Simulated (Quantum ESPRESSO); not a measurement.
The system is BaTiO3.

```
Ba Ti O
1.0
     4.00600    0.00000    0.00000
     0.00000    4.00600    0.00000
     0.00000    0.00000    4.00600
Ba Ti O
1 1 3
Direct
  0.50000 0.50000 0.50000
  0.00000 0.00000 0.00000
  0.00000 0.00000 0.50000
  0.00000 0.50000 0.00000
  0.50000 0.00000 0.00000
```

Base run:

```yaml
Program: Quantum ESPRESSO 7.5
Functional: LDA
Potentials_or_basis: GBRV 1.5 LDA
Cutoff: 612 eV
Density_cutoff: 4898 eV
k_mesh: 7 × 7 × 7
Occupations: fermi-dirac, width 0.05 eV
Spin: no spin polarisation
```

Its results: band gap on the k mesh 1.77 eV, indirect (least direct gap 1.83 eV); pressure -8.1 GPa.

The run is repeated on the same cell with these changes: k mesh from 7 × 7 × 7 to 4 × 4 × 4. What comes out?

Band gap on the k mesh 1.69 eV, indirect (least direct gap 1.81 eV); pressure -8.1 GPa.

Caveats: spin-orbit coupling is left out, which moves the levels of the heavy elements; some levels on the path didn't converge (some runs); the Wannier minimisation didn't converge (some runs).

Not every run made on this cell is shown here.
